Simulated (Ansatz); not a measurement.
## ZnS and its competing phases

These are results of Ansatz 0.2.0, DFT PBE, scalar-relativistic, plane waves, PAW, not measurements. Settings: cutoff 420 eV, Γ-centred meshes spaced at most about 0.3 Å⁻¹ (2π included), Gaussian smearing. No spin polarisation.

Energies over the elements count from the elements' standard structures at the same level, with no fitted energy shifts.

These are static total energies at zero pressure. The reference form of S is held partly by dispersion forces, which this level lacks.

The competitors are the elements and 1 reference phase of this chemical system (from databases or known types: ZnS), relaxed at the same level; other known phases may be missing.

The candidate was reached from: 4-connected net, two elements alternating.

```
Zn S
1.0
     3.61651    0.00000    0.00000
     0.00000    3.85775    0.00000
     0.00000    0.00000    9.03811
Zn S
3 3
Direct
  0.50000 0.50000 0.16897
  0.50000 0.50000 0.83103
  0.00000 0.00000 0.50000
  0.50000 0.00000 0.31933
  0.00000 0.50000 0.00000
  0.50000 0.00000 0.68067
```

Task: Where does it stand against these competitors?

Result: Not the lowest form: another structure of the same formula lies lower. Its formation energy is -0.545 eV/atom. The lowest competing phase at this composition is this:

```
phase      space group  source  share of atoms  ΔE_f (eV/atom)
  ZnS  F-43m (No. 216)     COD          1.0000          -0.822
```

The candidate lies 0.28 eV/atom above this phase. The candidate matches no cell in the subsets of the Crystallography Open Database and the Materials Project at hand. A phase this far over the hull is unlikely to be made. Shaken at random and relaxed again it fell by 10 meV/atom, so it probably isn't a firm minimum.
